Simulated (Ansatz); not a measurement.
# EuS (Fm-3m) in Ansatz: notebook

One crystal, EuS, is run at these levels: LDA; tasks: single point, equation of state.

Everything below comes from runs of Ansatz 0.2.0. Logs are shortened: lines on timing, memory, paths and dates and some standing lists are left out, and cuts for length are marked.

## (1) The crystal as given

It takes space group Fm-3m (No. 225, cubic). Conventional cell: a = 5.957 Å, b = 5.957 Å, c = 5.957 Å, α = 90.00°, β = 90.00°, γ = 90.00°. Around Eu (site symmetry m-3m) lie 6 S at 2.98 Å. S (site symmetry m-3m) is surrounded by 6 Eu at 2.98 Å.

## (2) Single point, LDA, collinear spin, ferromagnetic start, 24.84 Å³/atom (volume scaled by 0.94)

File input.yaml:

```yaml
crystal:
  lattice:
    - [0.0, 2.9176972248, 2.9176972248]
    - [2.9176972248, 0.0, 2.9176972248]
    - [2.9176972248, 2.9176972248, 0.0]
  atoms:
    - { symbol: Eu, position: [0.0, 0.0, 0.0], spin: 7.0 }
    - { symbol: S, position: [0.5, 0.5, 0.5] }
hamiltonian:
  xc: lda
  pseudopotentials: { kind: paw }
magnetization:
  spin_polarized: true
kpoints:
  mp_grid: { grid: [8, 8, 8] }
scf:
  occupations: { method: fermi_dirac, width: 0.05 }
output:
  forces: true
  stress: true
  eigenvalues: true
```

Potentials or basis: Ansatz PAW.

Run with:

```console
ansatz run input.yaml --threads 2 --pin off --max-ram 5632MiB --backend cpu --events-out ev --progress --plain --runs-dir out
```

What it wrote:

```text
Warning: RAYON_NUM_THREADS=2 ignored (pool sized by the plan → 2); use --threads N
Engine: ansatz 0.2.0, x86_64-unknown-linux-gnu
Pseudopotentials: kind: paw
Pseudopotential: Eu, paw, valence charge 17, recommended cutoff 420 eV (normal), Eu.paw.azcp
Pseudopotential: S, paw, valence charge 6, recommended cutoff 420 eV (normal), S.paw.azcp
Functional definition: SPW92
  exchange = slater_x
  correlation = pw_c
Crystal: 2 atoms, lattice volume = 49.676 Å³
Basis set: ecut = 420 eV, 941 PW (Γ)
Bands: 19, of which v1, the nominal top of the filled ones, is band 12 counted from 1 (11 counted from 0)
Symmetry: 48 space group operations
Space group: Fm-3m (ITA 225), of the structure as read, at distance tolerance 3.7e-5 Å
Magnetic group: BNS 225.116 (UNI 1618), of the structure as read, at distance tolerance 3.7e-5 Å
k-points: 29 of 512
Non-local potential: Eu, projectors of the file, l = 0: 3, l = 1: 2, l = 2: 2, l = 3: 3
Non-local potential: S, projectors of the file, l = 0: 2, l = 1: 2, l = 2: 2
PAW form: soft (Blöchl's): semilocal exchange-correlation on the pseudo side does not see the compensation charge
PAW frozen core: Eu, regenerated for the run's functional, and the local potential with it (the file was generated under x = pbe(κ = 0.804, μ = 0.2195149727645171), c = pbe(β = 0.06672455060314922))
PAW frozen core: S, regenerated for the run's functional, and the local potential with it (the file was generated under x = pbe(κ = 0.804, μ = 0.2195149727645171), c = pbe(β = 0.06672455060314922))
PAW one-centre angular grid: Eu, 590 points (default); XC on 64 Gauss nodes
PAW one-centre angular grid: S, 110 points (default); XC on 64 Gauss nodes
Initial density: superposition of atomic densities (chi_scale 0.1, normalization cell)
Starting moments: Σ|m| = 7 μB on 1 of 2 sites
Initial wavefunctions: pseudopotential atomic-orbital guess
Functional: x = slater, c = lda
SCF iter   1: F=—  HF=-9439.146831 eV  |F-HF|=—  |Δ(HF+E_count)|=         —  Δρ=3.82e-2 (↑3.82e-2 ↓2.24e-2)  dr2=7.69e-1  dr2_m=3.16e-1  M=6.764 μB ∫|m|=6.851 μB  β_m=0.30  ethr=3.10e-3  ⟨swp⟩=5.9  Hψ=5284  notcnv=0
Mixer restart at iter 1: flushing history
preconditioner: auto → Kerker (q_TF=auto, 2.400 Å⁻¹)  [metal: Δε(μ)=0.022 eV  Ē_g=11.906 eV  σ=0.050 eV  W_gap=0.11  n_scr=14 (ndim 8)  ℏωp=24.1 eV  f_vac=0.000  D(μ)=4.03/eV (n_scr^D=58)]
spin=Collinear: Kerker preconditioning applied to the charge; magnetization (m = ρ↑ − ρ↓) channel mixes plain (no charge-response kernel on spin).
SCF iter   2: F=—  HF=-9439.261828 eV  |F-HF|=—  |Δ(HF+E_count)|=   1.15e-1  Δρ=2.51e-2 (↑2.51e-2 ↓1.59e-2)  dr2=3.81e-1  dr2_m=1.40e-1  M=6.771 μB ∫|m|=6.861 μB  β_m=0.52  ethr=3.10e-3  ⟨swp⟩=2.4  Hψ=2080  notcnv=0  defer=61
SCF iter   3: F=—  HF=-9439.522941 eV  |F-HF|=—  |Δ(HF+E_count)|=   2.61e-1  Δρ=1.40e-2 (↑1.40e-2 ↓4.53e-3)  dr2=1.03e-1  dr2_m=2.65e-2  M=6.846 μB ∫|m|=6.942 μB  β_m=0.63  ethr=1.66e-3  ⟨swp⟩=3.1  Hψ=2091  notcnv=0  defer=65
SCF iter   4: F=—  HF=-9439.689696 eV  |F-HF|=—  |Δ(HF+E_count)|=   1.67e-1  Δρ=6.00e-3 (↑6.00e-3 ↓2.32e-3)  dr2=3.92e-2  dr2_m=2.54e-3  M=6.881 μB ∫|m|=6.988 μB  β_m=0.82  ethr=4.46e-4  ⟨swp⟩=2.9  Hψ=2605  notcnv=0  defer=62
SCF iter   5: F=—  HF=-9439.732270 eV  |F-HF|=—  |Δ(HF+E_count)|=   4.26e-2  Δρ=1.26e-3 (↑1.26e-3 ↓1.08e-3)  dr2=4.62e-3  dr2_m=5.52e-5  M=6.939 μB ∫|m|=7.046 μB  β_m=0.91  ethr=1.71e-4  ⟨swp⟩=3.3  Hψ=2519  notcnv=0  defer=66
SCF iter   6: F=—  HF=-9439.731512 eV  |F-HF|=—  |Δ(HF+E_count)|=   7.58e-4  Δρ=6.64e-4 (↑6.64e-4 ↓3.98e-4)  dr2=3.73e-4  dr2_m=3.04e-5  M=6.937 μB ∫|m|=7.044 μB  β_m=0.95  ethr=2.01e-5  ⟨swp⟩=3.0  Hψ=2179  notcnv=0  defer=72
SCF iter   7: F=—  HF=-9439.731716 eV  |F-HF|=—  |Δ(HF+E_count)|=   2.04e-4  Δρ=1.47e-4 (↑1.47e-4 ↓9.14e-5)  dr2=3.28e-5  dr2_m=1.33e-6  M=6.934 μB ∫|m|=7.041 μB  β_m=0.98  ethr=1.62e-6  ⟨swp⟩=2.0  Hψ=2028  notcnv=0  defer=72
SCF iter   8: F=—  HF=-9439.731703 eV  |F-HF|=—  |Δ(HF+E_count)|=   1.30e-5  Δρ=1.63e-4 (↑1.63e-4 ↓1.91e-5)  dr2=1.14e-5  dr2_m=3.05e-6  M=6.934 μB ∫|m|=7.042 μB  β_m=0.99  ethr=1.43e-7  ⟨swp⟩=2.0  Hψ=1808  notcnv=0  defer=72
SCF iter   9: F=—  HF=-9439.731717 eV  |F-HF|=—  |Δ(HF+E_count)|=   1.35e-5  Δρ=6.36e-5 (↑6.36e-5 ↓9.52e-6)  dr2=1.93e-6  dr2_m=4.27e-7  M=6.934 μB ∫|m|=7.041 μB  β_m=0.99  ethr=4.94e-8  ⟨swp⟩=2.2  Hψ=1736  notcnv=0  defer=72
SCF iter  10: F=—  HF=-9439.731719 eV  |F-HF|=—  |Δ(HF+E_count)|=   2.07e-6  Δρ=8.94e-6 (↑8.94e-6 ↓1.78e-6)  dr2=3.98e-8  dr2_m=7.67e-9  M=6.933 μB ∫|m|=7.041 μB  β_m=1.00  ethr=8.37e-9  ⟨swp⟩=2.0  Hψ=1771  notcnv=0  defer=72
SCF iter  11: F=-9439.731719 eV  HF=-9439.731719 eV  |F-HF|=2.44e-10  |Δ(HF+E_count)|=   4.29e-8  Δρ=1.01e-6 (↑1.01e-6 ↓2.11e-7)  dr2=4.30e-10  dr2_m=1.26e-10  M=6.933 μB ∫|m|=7.041 μB  ethr=1.73e-10  ⟨swp⟩=6.3  Hψ=5315  notcnv=0
SCF 1 converged in 11 iterations: F = -9439.731719 eV  dr2 = 4.30e-10
SCF converged after 11 iterations
Magnetization: 6.9333 μB (14.9666 up, 8.0334 down)
Absolute magnetization: 7.0410 μB (∫|ρ↑−ρ↓|, with the PAW one-centre terms)
Spin contamination: 0.0129 ħ² per cell (⟨S²⟩ above its minimum at these occupations)
Per-site moments (μB) at R_I (Å): [(6.694629381978093, 1.20355010523), (-0.04537153975230514, 1.20355010523)]
Free energy (F): -9439.731719 eV
Harris-Foulkes:  -9439.731719 eV  (|F-HF|=2.44e-10)
Internal energy: -9439.718575 eV  (E = F + TS)
E sigma→0 (E₀):  -9439.725147 eV
Entropy (-TS):   -0.013144 eV (-6.572 meV/atom)
Fermi energy:    10.730721 eV
--- Per-component energies (eV) ---
  E_band       = 2.074200
  E_kinetic    = 462.949704
  E_local      = -2088.343554  (includes V_loc(G=0)·N_el)
  E_nonlocal   = 503.480384
  E_hartree    = 823.145571
  E_xc         = -274.565763
  E_vxc        = -293.600325  (∫ρ·V_xc dr)
  E_paw        = -6754.898369  (= ΣΔE_a)
  E_vpaw       = -228.702138  (= ΣTr[D̂ρ^β])
  E_aug_tail   = 0.000002  (compensation charges beyond the density's cutoff)
  E_ewald      = -2112.774635
  E_core_change = 1.288086  (= ΣΔE_core)
  E_smearing   = -0.013144  (= −TS)
  E_closure    = -0.000000  (closes the sum)
  Σ components = -9439.731719   (vs F -9439.731719, Δ=0.00e0)
--- Forces (eV/Å), atoms counted from 1 ---
  atom   1  Eu    -0.00000000     0.00000000    -0.00000000
  atom   2  S      0.00000000     0.00000000     0.00000000
  max |Σ_I F_I| component: 2.27e-30 eV/Å
--- Stress (GPa, compression-positive) ---
       -5.159956       0.000000       0.000000
        0.000000      -5.159956      -0.000000
       -0.000000      -0.000000      -5.159956
  P = ⅓ Tr σ = -5.1600 GPa (-51.600 kbar)
--- Band table (eV; the first three rows and the last of 58) ---
  k-point 0 ↑: bands = ["-30.5635", "-9.2499", "-9.2499", "-9.2499", "-2.7652", "8.0180", "8.0180", "8.0180", "10.2784", "10.4595", "10.4595", "10.4595", "10.8384", "10.8384", "10.8384", "11.7547", "11.7547", "11.7547", "11.8818"]
  k-point 1 ↑: bands = ["-30.5609", "-9.3184", "-9.2545", "-9.2545", "-2.6204", "7.4415", "7.7930", "7.7930", "10.2668", "10.4234", "10.4234", "10.4602", "10.6157", "10.6613", "10.6613", "11.9024", "12.0777", "12.0777", "12.7487"]
  k-point 2 ↑: bands = ["-30.5546", "-9.4755", "-9.2655", "-9.2655", "-2.2661", "6.3866", "7.3333", "7.3333", "10.2485", "10.3637", "10.3637", "10.4620", "10.4796", "10.4919", "10.4919", "12.2759", "12.8572", "12.8572", "14.2223"]
  k-point 28 ↓: bands = ["-27.6531", "-7.3385", "-7.3385", "-7.2932", "-2.0295", "6.7533", "7.2720", "7.2720", "12.8419", "12.8419", "14.7436", "14.7436", "14.7450", "14.7459", "14.9102", "15.2080", "15.2080", "15.3950", "15.9739"]
```

Run time: 1.9 s. Hardware: 2 threads of Intel Xeon 6975P-C (Granite Rapids), shared host; peak memory 0.42 GiB.

What came out:

| Property | Result |
| --- | --- |
| Free energy | -9439.7317 eV |
| Pressure | -5.2 GPa |
| Band gap on the k mesh | none (metal or under the smearing width) |
| Net moment | 6.93 μB per cell |
| Absolute moment | 7.04 μB per cell |
| Site moments | Eu +6.69; S -0.05 μB |

Caveat: spin-orbit coupling is left out, which moves the levels of the heavy elements; a cell with one magnetic atom can't hold antiferromagnetic order, which such compounds often take; without U or exact exchange the open f shell lies at the Fermi level, which spoils levels, moments and volumes; the PAW data sets come from PBE, with cores solved anew for the run's functional, which leaves a small shift of forces and pressure.

## (3) Single point, LDA, collinear spin, ferromagnetic start, 25.37 Å³/atom (volume scaled by 0.96)

Changes to input.yaml since step 2:

```diff
@@ -2,5 +2,5 @@
   lattice:
-    - [0.0, 2.9176972248, 2.9176972248]
-    - [2.9176972248, 0.0, 2.9176972248]
-    - [2.9176972248, 2.9176972248, 0.0]
+    - [0.0, 2.9382450654, 2.9382450654]
+    - [2.9382450654, 0.0, 2.9382450654]
+    - [2.9382450654, 2.9382450654, 0.0]
   atoms:
```

Potentials or basis: Ansatz PAW.

Run with:

```console
ansatz run input.yaml --threads 2 --pin off --max-ram 5632MiB --backend cpu --events-out ev --progress --plain --runs-dir out
```

Run time: 2.1 s. Hardware: 2 threads of Intel Xeon 6975P-C (Granite Rapids), shared host; peak memory 0.43 GiB.

The run converged. Its results:

```yaml
Free_energy: -9439.6948 eV
Pressure: -6.0 GPa
Band_gap_on_the_k_mesh: none (metal or under the smearing width)
Net_moment: 6.95 μB per cell
Absolute_moment: 7.05 μB per cell
Site_moments: Eu +6.71; S -0.05 μB
```

Caveat: spin-orbit coupling is left out, which moves the levels of the heavy elements; a cell with one magnetic atom can't hold antiferromagnetic order, which such compounds often take; without U or exact exchange the open f shell lies at the Fermi level, which spoils levels, moments and volumes; the PAW data sets come from PBE, with cores solved anew for the run's functional, which leaves a small shift of forces and pressure.

## (4) Single point, LDA, collinear spin, ferromagnetic start, 25.90 Å³/atom (volume scaled by 0.98)

Changes to input.yaml since step 3:

```diff
@@ -2,5 +2,5 @@
   lattice:
-    - [0.0, 2.9382450654, 2.9382450654]
-    - [2.9382450654, 0.0, 2.9382450654]
-    - [2.9382450654, 2.9382450654, 0.0]
+    - [0.0, 2.9585094648, 2.9585094648]
+    - [2.9585094648, 0.0, 2.9585094648]
+    - [2.9585094648, 2.9585094648, 0.0]
   atoms:
```

Run with:

```console
ansatz run input.yaml --threads 2 --pin off --max-ram 5632MiB --backend cpu --events-out ev --progress --plain --runs-dir out
```

Wall time 2 s (2 threads of Intel Xeon 6975P-C (Granite Rapids), shared host); peak memory 0.43 GiB.

The run converged. Its results:

```yaml
Free_energy: -9439.6526 eV
Pressure: -6.8 GPa
Band_gap_on_the_k_mesh: none (metal or under the smearing width)
Net_moment: 6.96 μB per cell
Absolute_moment: 7.06 μB per cell
Site_moments: Eu +6.73; S -0.05 μB
```

Caveat: spin-orbit coupling is left out, which moves the levels of the heavy elements; a cell with one magnetic atom can't hold antiferromagnetic order, which such compounds often take; without U or exact exchange the open f shell lies at the Fermi level, which spoils levels, moments and volumes; the PAW data sets come from PBE, with cores solved anew for the run's functional, which leaves a small shift of forces and pressure.

## (5) Single point, LDA, collinear spin, ferromagnetic start, 26.42 Å³/atom

Changes to input.yaml since step 4:

```diff
@@ -2,5 +2,5 @@
   lattice:
-    - [0.0, 2.9585094648, 2.9585094648]
-    - [2.9585094648, 0.0, 2.9585094648]
-    - [2.9585094648, 2.9585094648, 0.0]
+    - [0.0, 2.9785, 2.9785]
+    - [2.9785, 0.0, 2.9785]
+    - [2.9785, 2.9785, 0.0]
   atoms:
```

Run with:

```console
ansatz run input.yaml --threads 2 --pin off --max-ram 5632MiB --backend cpu --events-out ev --progress --plain --runs-dir out
```

Wall time 1.7 s (2 threads of Intel Xeon 6975P-C (Granite Rapids), shared host); peak memory 0.43 GiB.

Results (log left out):

| Item | Value |
| --- | --- |
| Free energy | -9439.6057 eV |
| Pressure | -7.4 GPa |
| Band gap on the k mesh | none (metal or under the smearing width) |
| Net moment | 6.96 μB per cell |
| Absolute moment | 7.07 μB per cell |
| Site moments | Eu +6.74; S -0.05 μB |

Caveat: spin-orbit coupling is left out, which moves the levels of the heavy elements; a cell with one magnetic atom can't hold antiferromagnetic order, which such compounds often take; without U or exact exchange the open f shell lies at the Fermi level, which spoils levels, moments and volumes; the PAW data sets come from PBE, with cores solved anew for the run's functional, which leaves a small shift of forces and pressure.

## (6) Single point, LDA, collinear spin, ferromagnetic start, 26.95 Å³/atom (volume scaled by 1.02)

Changes to input.yaml since step 5:

```diff
@@ -2,5 +2,5 @@
   lattice:
-    - [0.0, 2.9785, 2.9785]
-    - [2.9785, 0.0, 2.9785]
-    - [2.9785, 2.9785, 0.0]
+    - [0.0, 2.9982257404, 2.9982257404]
+    - [2.9982257404, 0.0, 2.9982257404]
+    - [2.9982257404, 2.9982257404, 0.0]
   atoms:
@@ -21 +21,5 @@
   eigenvalues: true
+  write_density: true
+  write_potential: true
+  elf: true
+  volumetric_format: npy
```

Potentials or basis: Ansatz PAW.

Run with:

```console
ansatz run input.yaml --threads 2 --pin off --max-ram 5632MiB --backend cpu --events-out ev --progress --plain --runs-dir out
```

Wall time 2.1 s (2 threads of Intel Xeon 6975P-C (Granite Rapids), shared host); peak memory 0.43 GiB.

Results (log left out):

| Item | Value |
| --- | --- |
| Free energy | -9439.5547 eV |
| Pressure | -8.0 GPa |
| Band gap on the k mesh | none (metal or under the smearing width) |
| Net moment | 6.97 μB per cell |
| Absolute moment | 7.08 μB per cell |
| Site moments | Eu +6.76; S -0.05 μB |

Caveat: spin-orbit coupling is left out, which moves the levels of the heavy elements; a cell with one magnetic atom can't hold antiferromagnetic order, which such compounds often take; without U or exact exchange the open f shell lies at the Fermi level, which spoils levels, moments and volumes; the PAW data sets come from PBE, with cores solved anew for the run's functional, which leaves a small shift of forces and pressure.

## (7) Single point, LDA, collinear spin, ferromagnetic start, 27.48 Å³/atom (volume scaled by 1.04)

File input.yaml:

```yaml
crystal:
  lattice:
    - [0.0, 3.0176952843, 3.0176952843]
    - [3.0176952843, 0.0, 3.0176952843]
    - [3.0176952843, 3.0176952843, 0.0]
  atoms:
    - { symbol: Eu, position: [0.0, 0.0, 0.0], spin: 7.0 }
    - { symbol: S, position: [0.5, 0.5, 0.5] }
hamiltonian:
  xc: lda
  pseudopotentials: { kind: paw }
magnetization:
  spin_polarized: true
kpoints:
  mp_grid: { grid: [8, 8, 8] }
scf:
  occupations: { method: fermi_dirac, width: 0.05 }
output:
  forces: true
  stress: true
  eigenvalues: true
```

Run with:

```console
ansatz run input.yaml --threads 2 --pin off --max-ram 5632MiB --backend cpu --events-out ev --progress --plain --runs-dir out
```

It took 2 s on 2 threads of Intel Xeon 6975P-C (Granite Rapids), shared host; peak memory 0.43 GiB.

Results (log left out):

```yaml
Free_energy: -9439.5000 eV
Pressure: -8.5 GPa
Band_gap_on_the_k_mesh: none (metal or under the smearing width)
Net_moment: 6.97 μB per cell
Absolute_moment: 7.09 μB per cell
Site_moments: Eu +6.77; S -0.05 μB
```

Caveat: spin-orbit coupling is left out, which moves the levels of the heavy elements; a cell with one magnetic atom can't hold antiferromagnetic order, which such compounds often take; without U or exact exchange the open f shell lies at the Fermi level, which spoils levels, moments and volumes; the PAW data sets come from PBE, with cores solved anew for the run's functional, which leaves a small shift of forces and pressure.

## (8) Single point, LDA, collinear spin, ferromagnetic start, 28.01 Å³/atom (volume scaled by 1.06)

Changes to input.yaml since step 7:

```diff
@@ -2,5 +2,5 @@
   lattice:
-    - [0.0, 3.0176952843, 3.0176952843]
-    - [3.0176952843, 0.0, 3.0176952843]
-    - [3.0176952843, 3.0176952843, 0.0]
+    - [0.0, 3.0369167916, 3.0369167916]
+    - [3.0369167916, 0.0, 3.0369167916]
+    - [3.0369167916, 3.0369167916, 0.0]
   atoms:
@@ -21 +21,5 @@
   eigenvalues: true
+  write_density: true
+  write_potential: true
+  elf: true
+  volumetric_format: npy
```

Run with:

```console
ansatz run input.yaml --threads 2 --pin off --max-ram 5632MiB --backend cpu --events-out ev --progress --plain --runs-dir out
```

Wall time 2.1 s (2 threads of Intel Xeon 6975P-C (Granite Rapids), shared host); peak memory 0.45 GiB.

Results (log left out):

- Free energy: -9439.4422 eV
- Pressure: -9.0 GPa
- Band gap on the k mesh: none (metal or under the smearing width)
- Net moment: 6.98 μB per cell
- Absolute moment: 7.09 μB per cell
- Site moments: Eu +6.78; S -0.05 μB

Caveat: spin-orbit coupling is left out, which moves the levels of the heavy elements; a cell with one magnetic atom can't hold antiferromagnetic order, which such compounds often take; without U or exact exchange the open f shell lies at the Fermi level, which spoils levels, moments and volumes; the PAW data sets come from PBE, with cores solved anew for the run's functional, which leaves a small shift of forces and pressure.

## (9) Equation of state, LDA, collinear spin, ferromagnetic start

Potentials or basis: Ansatz PAW.

This step only gathers the single runs of the series.

What came out:

```yaml
Equilibrium_volume: "22.58 Å³/atom (rough: see the caveat)"
Bulk_modulus: 67 GPa (rough)
```

Energy against volume, from the lowest point:
| volume (Å³/atom) | energy (meV/atom) |
| --- | --- |
| 24.838 | 0.00 |
| 25.367 | 18.45 |
| 25.895 | 39.56 |
| 26.424 | 63.00 |
| 26.952 | 88.52 |
| 27.481 | 115.85 |
| 28.009 | 144.75 |

Caveat: the minimum lies outside the volumes run; spin-orbit coupling is left out, which moves the levels of the heavy elements; without U or exact exchange the open f shell lies at the Fermi level, which spoils levels, moments and volumes. The state reached can hang on the start; a lower one may exist.
